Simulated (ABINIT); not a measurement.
Runs of ABINIT 10.8.3 (patched build) on Zr. It takes space group P6_3/mmc (No. 194, hexagonal). The conventional cell has a = 3.232 Å, b = 3.232 Å, c = 5.147 Å, α = 90.00°, β = 90.00°, γ = 120.00°. Zr (site symmetry -6m2) has 12 Zr at 3.18 to 3.23 Å as nearest neighbours. 

```tsv
task	level	potentials or basis	spin	k mesh	cutoff (eV)	fine-grid cutoff	gap on the mesh (eV)	pressure (GPa)	V0 of scaled cells (Å³/atom)	B0 (GPa)
equation of state	BP86	JTH PAW PBE v2.0	off	9 × 9 × 5	463	925.187 eV	-	-	(a)	95
single point	r2SCAN	JTH PAW PBE v2.0	off	12 × 12 × 6	544	1088.46 eV	none	0.8	-	-
equation of state	WC	JTH PAW PBE v2.0	off	9 × 9 × 5	463	925.187 eV	-	-	22.55	100
band structure	LDA-PZ	JTH PAW LDA v2.0	SOC, no magnetisation	9 × 9 × 5	463	925.187 eV	none	-6.1	-	-
band structure	LDA-PZ	JTH PAW LDA v2.0	off	9 × 9 × 5	463	925.187 eV	none	-6.1	-	-
band structure	PBEsol	PseudoDojo NC SR PBEsol v0.4.1 standard	off	9 × 9 × 5	898	-	none	(b)	-	-
band structure	WC	JTH PAW PBE v2.0	SOC, no magnetisation	9 × 9 × 5	463	925.187 eV	none	-3.1	-	-
equation of state	BLYP	JTH PAW PBE v2.0	off	9 × 9 × 5	463	925.187 eV	-	-	24.17	89
```

Alike in all rows: cell as given; smearing fermi-dirac 0.05 eV.

Estimate the missing entries.

(a) 23.31; (b) -3.2.

Caveats: the PAW data sets were made with another functional, which shifts forces and pressure a little (some runs); pressures at fixed basis lie under the slope of the energies (some runs); the cell was scaled at fixed shape and fractional positions, which overstates the stiffness of a crystal with free parameters, most of all of layers and chains (some runs).

A k mesh can miss the band edges, and rows without SOC leave out spin-orbit coupling on Zr.

A gap of «none» marks a metal or a gap under the smearing width.

Runs at the PBE level aren't shown here.
